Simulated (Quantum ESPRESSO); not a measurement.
## AlNi3 under changes of volume

One of the cells (10.932 Å³/atom); the others are scaled copies at fixed shape and fractional positions:

```xyz
4
Lattice="3.5231 0.0000 0.0000 0.0000 3.5231 0.0000 0.0000 0.0000 3.5231" Properties=species:S:1:pos:R:3 pbc="T T T"
Ni    1.7615    1.7615    0.0000
Ni    1.7615    0.0000    1.7615
Ni    0.0000    1.7615    1.7615
Al    0.0000    0.0000    0.0000
```

The cell is a database's computed one.

| Quantity | Value |
| --- | --- |
| Program | Quantum ESPRESSO 7.5 |
| Functional | PBEsol |
| Potentials or basis | GBRV 1.5 PBEsol |
| Cutoff | 612 eV |
| Density cutoff | 4898 eV |
| k mesh | 8 × 8 × 8 |
| Occupations | fermi-dirac, width 0.05 eV |
| Spin | collinear spin, ferromagnetic start |
| Starting moments | [1.0, 1.0, 1.0, 0.0] μB |

| volume (Å³/atom) | energy over the lowest point (meV/atom) | pressure (GPa) | moment (μB per cell) |
| --- | --- | --- | --- |
| 10.276 | ? | ? | ? |
| 10.495 | 10.68 | 8.3 | 0.61 |
| 10.713 | 2.27 | 3.6 | 0.64 |
| 10.932 | 0.00 | -0.7 | 0.67 |
| 11.151 | 3.23 | -4.4 | 0.69 |
| 11.369 | 11.35 | -7.9 | 0.71 |
| 11.588 | 23.88 | -10.9 | 0.72 |

Problem. What does the run at 10.276 Å³/atom give?

Solution. Energy over the lowest point 25.92 meV/atom; pressure 13.6 GPa; moment 0.58 μB per cell.

Worked out: A Birch-Murnaghan fit of order 3 (a polynomial in V^(-2/3)) to the other rows has its minimum at 10.91 Å³/atom with B0 = V·E''(V) = 203 GPa and B' = 4.7. It gives 26.04 meV/atom at 10.276 Å³/atom, against the run's 25.92, and -dE/dV = 14.0 GPa, against 13.6. A parabola through the other rows of the moment, of slope 0.182 μB per Å³/atom there, extrapolates to 0.57 μB, against the run's 0.58.

Energies are extrapolated to zero smearing.
